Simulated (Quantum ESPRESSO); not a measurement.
CuCl2:

```
CELL_PARAMETERS angstrom
-2.25486 2.25486 6.85990
2.25486 -2.25486 6.85990
2.25486 2.25486 -6.85990
ATOMIC_POSITIONS crystal
Cu 0.00000 0.00000 0.00000
Cl 0.00000 0.50000 0.50000
Cl 0.50000 0.00000 0.50000
```

Measurements of this composition are mostly on another form, of space group No. 12.

Base run:

```yaml
Program: Quantum ESPRESSO 7.5
Functional: LDA
Potentials_or_basis: GBRV 1.5 LDA
Cutoff: 762 eV
Density_cutoff: 6095 eV
k_mesh: 8 × 8 × 8
Occupations: fermi-dirac, width 0.05 eV
Spin: no spin polarisation
```

Its results: band gap on the k mesh none (metal or under the smearing width); pressure -1.9 GPa.

The run is repeated on the same cell with these changes: functional from LDA to PBEsol; potentials or basis from GBRV 1.5 LDA to GBRV 1.5 PBEsol. What comes out?

Band gap on the k mesh none (metal or under the smearing width); pressure -0.9 GPa.

Caveats: an odd number of electrons without spin polarisation forces a metal; a magnetic or distorted state may lie lower; the run has no spin polarisation, though such a crystal can be magnetic; semilocal functionals often make such compounds metallic where correlation or magnetic order opens a gap, which also shifts bond lengths.
